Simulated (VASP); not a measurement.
Li, 2 atoms in the cell. The structure is hexagonal, space group P6_3/mmc (No. 194). Conventional cell: a = 3.111 Å, b = 3.111 Å, c = 5.093 Å, α = 90.00°, β = 90.00°, γ = 120.00°. Around Li (site symmetry -6m2) lie 12 Li at 3.11 to 3.12 Å. This isn't the form of Li at room conditions, which is bcc.

```yaml
Program: VASP 6.6.1
Task: single point
Functional: PBE
Potentials_or_basis: VASP PAW PBE potentials, release 64 (Li_sv)
Cutoff: 520 eV
k_mesh: 15 × 15 × 8
Occupations: fermi-dirac, width 0.08 eV
Spin: no spin polarisation
Dipole_correction: no
Further_INCAR_settings: ALGO = Normal; EDIFF = 1e-07; NBANDS = 10
```

Potentials or basis: VASP PAW PBE potentials, release 64 (Li_sv).

Launch:

```bash
$ cat potpaw_PBE.64/Li_sv/POTCAR > POTCAR
$ mpirun -np 1 vasp_std > vasp.out
```

Hardware: 1 thread of Intel(R) Xeon(R) Platinum 8375C CPU @ 2.90GHz (Ice Lake), on a shared host.

Q: How long does it take, and how much memory?

A: It took 50 s on 1 thread of Intel(R) Xeon(R) Platinum 8375C CPU @ 2.90GHz (Ice Lake) (shared host), peak memory 0.18 GiB. Counts: scf iterations 12, k points 135.
